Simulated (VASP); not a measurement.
Here is a VASP 6.6.1 calculation.

Contents of INCAR:

```
PREC = Accurate
ENCUT = 520
EDIFF = 1E-6
ISMEAR = 0
SIGMA = 0.1
LREAL = F
LASPH = T
NELM = 60
ALGO = Normal
ISIF = 2
LWAVE = F
LCHARG = F
GGA = PE
NBANDS = 26
```

Contents of KPOINTS:

```
regular mesh
0
Gamma
  6 6 6
```

The input POSCAR:

```
WC
1.0
    0.0000000000      2.8881112822      2.8881112822
    2.8881112822      0.0000000000      2.8881112822
    2.8881112822      2.8881112822      0.0000000000
W C
2 2
Direct
    0.5000000000      0.5000000000      0.5000000000
    0.7500000000      0.7500000000      0.7500000000
    0.0000000000      0.0000000000      0.0000000000
    0.2500000000      0.2500000000      0.2500000000
```

Potentials or basis: VASP PAW PBE potentials, release 64 (W_sv, C).

The run is started by

```sh
$ cat potpaw_PBE.64/W_sv/POTCAR potpaw_PBE.64/C/POTCAR > POTCAR
$ mpirun -np 1 vasp_std > vasp.out
```

Estimate the pressure.

0.7 GPa.

What does it give for the band gap on the k mesh?

None (metal or under the smearing width).

The run has no spin-orbit coupling, so splittings on W are missing.
